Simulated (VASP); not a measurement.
# Sb (I4/mmm) in VASP: settings compared, part 2 of 2

VASP 6.6.1. Earlier steps stand in the parts before.

## 3. Single point, PBEsol (strained and moved within the space group)

File INCAR:

```
SYSTEM = Sb
ALGO = Normal
EDIFF = 1E-6
ENCUT = 520
GGA = PS
ISIF = 2
ISMEAR = 0
LASPH = .True.
LCHARG = .False.
LREAL = .False.
LWAVE = .False.
NBANDS = 8
NELM = 100
PREC = Accurate
SIGMA = 0.1
```

File KPOINTS:

```
k-points
0
Gamma
  18 18 18
  0 0 0
```

File POSCAR:

```
Sb
1.0
   -1.5739704226      1.5739704226      2.4634435128
    1.5739704226     -1.5739704226      2.4634435128
    1.5739704226      1.5739704226     -2.4634435128
Sb
1
Direct
    0.0000000000      0.0000000000      0.0000000000
```

Potentials or basis: VASP PAW PBE potentials, release 64 (Sb).

Launch:

```console
$ cat potpaw_PBE.64/Sb/POTCAR > POTCAR
$ mpirun -np 1 vasp_std > vasp.out
```

OUTCAR:

```text
SYSTEM = Sb
   EDIFF = 1E-6
   ENCUT = 520
   GGA = PS
   ISIF = 2
   ISMEAR = 0
   LASPH = .True.
   LREAL = .False.
   NELM = 100
   PREC = Accurate

 ion  position               nearest neighbor table
   1  0.000  0.000  0.000-

  LATTYP: Found a body centered tetragonal cell.
 ALAT       =     3.1479408452
 C/A-ratio  =     1.5651142343

  Lattice vectors:

 A1 = (  -1.5739704226,   1.5739704226,   2.4634435128)
[... 443 lines left out ...]
      5      18.4094      0.00000
      6      20.3686      0.00000
      7      21.0719      0.00000
      8      21.5118      0.00000

 [... further k-points ...]

------------------------ aborting loop because EDIFF is reached ----------------------------------------

  FORCE on cell =-STRESS in cart. coord.  units (eV):
  Direction    XX          YY          ZZ          XY          YZ          ZX
  --------------------------------------------------------------------------------------
  -------------------------------------------------------------------------------------
  Total        0.8708355      0.8708355      0.9140605      0.0000000     -0.0000000      0.0000000
  in kB       57.1545735     57.1545735     59.9915065      0.0000000     -0.0000000      0.0000000
  external PRESSURE =      58.1002178 kB  Pullay stress =       0.0000000 kB

 VOLUME and BASIS-vectors are now :
 -----------------------------------------------------------------------------
  energy-cutoff  :      520.00
  volume of cell :       24.41
      direct lattice vectors                 reciprocal lattice vectors
    -1.573970423  1.573970423  2.463443513     0.000000000  0.317667977  0.202967918
     1.573970423 -1.573970423  2.463443513     0.317667977  0.000000000  0.202967918
     1.573970423  1.573970423 -2.463443513     0.317667977  0.317667977  0.000000000

 POSITION                                       TOTAL-FORCE (eV/Angst)
 -----------------------------------------------------------------------------------
      0.00000      0.00000      0.00000         0.000000      0.000000      0.000000
 -----------------------------------------------------------------------------------
    total drift:                                0.000000      0.000000     -0.000000

  FREE ENERGIE OF THE ION-ELECTRON SYSTEM (eV)
  ---------------------------------------------------
  free  energy   TOTEN  =        -4.2758945687 eV

  energy  without entropy=       -4.2722248391  energy(sigma->0) =       -4.27405970
```

OSZICAR:

```text
N       E                     dE             d eps       ncg     rms          rms(c)
DAV:   1     0.466332531810E+01    0.46633E+01   -0.16897E+03  7752   0.412E+02
DAV:   2    -0.419034172309E+01   -0.88537E+01   -0.85172E+01 10576   0.533E+01
DAV:   3    -0.428314173283E+01   -0.92800E-01   -0.92592E-01  9568   0.613E+00
DAV:   4    -0.428336361433E+01   -0.22188E-03   -0.22188E-03 11848   0.363E-01
DAV:   5    -0.428336395817E+01   -0.34384E-06   -0.34361E-06 10024   0.934E-03    0.199E+00
DAV:   6    -0.427865227385E+01    0.47117E-02   -0.13943E-03  9760   0.178E-01    0.116E+00
DAV:   7    -0.427590261671E+01    0.27497E-02   -0.29742E-03  9096   0.258E-01    0.336E-02
DAV:   8    -0.427589468698E+01    0.79297E-05   -0.36023E-05 10656   0.471E-02    0.583E-03
DAV:   9    -0.427589456871E+01    0.11827E-06   -0.45981E-07 10720   0.482E-03
   1 F= -.42758946E+01 E0= -.42740597E+01  d E =-.366973E-02
```

Run time: 40 s. Hardware: 1 thread of AMD EPYC 9R45 (Zen 5), shared host; peak memory 0.2 GiB.

What came out:

- Free energy: -4.2759 eV
- Pressure: 5.8 GPa
- Band gap on the k mesh: none (metal or under the smearing width)

Levels at points of the mesh, in eV from the Fermi level:
```
           k point  band 1  band 2  band 3  band 4  band 5  band 6  band 7  band 8
(0.00, 0.00, 0.00)  -13.75    6.01    6.08    6.08    9.99   10.36   10.65   10.65
(0.50, 0.00, 0.00)   -9.40   -6.47    3.07    5.10    7.60    9.94    9.97   10.26
(0.50, 0.50, 0.00)   -6.96   -5.17   -0.41    0.43    3.79    4.35   17.71   17.91
(0.50, 0.50, 0.50)   -8.53   -5.99    1.36    1.36    5.30    5.32   18.56   19.01
```

Caveat: the PAW data sets were made with another functional, which shifts forces and pressure a little. The run has no spin-orbit coupling, so splittings on Sb are missing.

## 4. Single point, PBE (functional PBE, strained and moved within the space group)

File INCAR:

```
ALGO     = Fast           # electronic algorithm
EDIFF    = 1E-6           # SCF threshold, eV
ENCUT    = 520            # plane-wave cutoff, eV
GGA      = PE             # functional
ISIF     = 2              # what is computed and relaxed
ISMEAR   = 0              # smearing method
LASPH    = T              # aspherical terms in the spheres
LCHARG   = F              # write CHGCAR
LREAL    = F              # projectors in reciprocal space
LWAVE    = F              # write WAVECAR
NBANDS   = 8              # bands
NELM     = 100            # most SCF steps
PREC     = Accurate       # precision mode
SIGMA    = 0.1            # smearing width, eV
```

File KPOINTS:

```
k-points
0
Gamma
  18 18 18
```

File POSCAR:

```
Sb
1.0
   -1.5513786018      1.5513786018      2.6686558939
    1.5513786018     -1.5513786018      2.6686558939
    1.5513786018      1.5513786018     -2.6686558939
Sb
1
Direct
    0.0000000000      0.0000000000      0.0000000000
```

Launch:

```console
$ cat potpaw_PBE.64/Sb/POTCAR > POTCAR
$ mpirun -np 1 vasp_std > vasp.out
```

It took 46 s on 1 thread of AMD EPYC 9R45 (Zen 5), shared host; peak memory 0.21 GiB.

It converged, with:

```yaml
Free_energy: -3.8094 eV
Pressure: 5.4 GPa
Band_gap_on_the_k_mesh: none (metal or under the smearing width)
```

Stress tensor (GPa, compression positive):
```
5.64 0.00 0.00
0.00 5.64 0.00
0.00 0.00 4.83
```

Levels at points of the mesh, in eV from the Fermi level:
| k point | band 1 | band 2 | band 3 | band 4 | band 5 | band 6 |
| --- | --- | --- | --- | --- | --- | --- |
| (0.00, 0.00, 0.00) | -13.35 | 4.99 | 5.77 | 5.77 | 9.51 | 10.64 |
| (0.50, 0.00, 0.00) | -9.24 | -6.13 | 1.88 | 5.71 | 6.21 | 10.47 |
| (0.50, 0.50, 0.00) | -6.55 | -4.64 | -1.07 | 0.59 | 3.44 | 4.31 |
| (0.50, 0.50, 0.50) | -9.39 | -5.99 | 2.20 | 2.20 | 5.90 | 6.24 |

The run has no spin-orbit coupling, so splittings on Sb are missing.

## 5. Single point, PBEsol

File INCAR:

```
  PREC = Accurate
  ENCUT = 520
  EDIFF = 1E-6
  ISMEAR = 0
  SIGMA = 0.1
  LREAL = F
  LASPH = T
  NELM = 80
  ALGO = Fast
  ISIF = 2
  LWAVE = F
  LCHARG = T
  GGA = PS
  LELF = T
  LVHAR = T
  NBANDS = 8
```

File KPOINTS:

```
regular mesh
0
Gamma
  8 8 8
```

File POSCAR:

```
Sb
1.0
   -1.5765401831      1.5765401831      2.7119384313
    1.5765401831     -1.5765401831      2.7119384313
    1.5765401831      1.5765401831     -2.7119384313
Sb
1
Direct
    0.0000000000      0.0000000000      0.0000000000
```

Launch:

```console
$ cat potpaw_PBE.64/Sb/POTCAR > POTCAR
$ mpirun -np 1 vasp_std > vasp.out
```

Wall time 24 s (1 thread of AMD EPYC 7R13 (Zen 3), shared host); peak memory 0.12 GiB.

Results (log left out):

- Free energy: -4.3056 eV
- Pressure: -1.4 GPa
- Band gap on the k mesh: none (metal or under the smearing width)

Stress tensor (GPa, compression positive):
```
-1.79  0.00  0.00
 0.00 -1.79  0.00
 0.00  0.00 -0.56
```

Levels at points of the mesh, in eV from the Fermi level:
```tsv
k point	band 1	band 2	band 3	band 4	band 5	band 6
(0.00, 0.00, 0.00)	-13.12	4.50	5.27	5.27	9.24	10.50
(0.50, 0.00, 0.00)	-9.29	-5.97	1.62	5.21	5.97	10.06
(0.50, 0.50, 0.00)	-6.81	-4.56	-1.18	0.45	3.28	4.22
(0.50, 0.50, 0.50)	-9.44	-5.82	1.95	1.95	5.74	5.93
```

Caveat: the PAW data sets were made with another functional, which shifts forces and pressure a little. The run has no spin-orbit coupling, so splittings on Sb are missing.

## 6. Overview

```csv
level,cell,k mesh,gap on the mesh (eV),pressure (GPa)
PBEsol,strained and moved within a subgroup,14 × 14 × 16,none,-1.1
PBEsol,strained and moved within the space group,18 × 18 × 18,none,5.8
PBE,"functional PBE, strained and moved within the space group",18 × 18 × 18,none,5.4
PBEsol,as given,8 × 8 × 8,none,-1.4
```

Alike in all rows: task single point; potentials or basis VASP PAW PBE potentials, release 64 (Sb); no spin polarisation; cutoff (eV) 520; smearing gaussian 0.1 eV.

Caveats: the PAW data sets were made with another functional, which shifts forces and pressure a little (some runs).

Absolute energies hang on the potentials; compare differences alone.
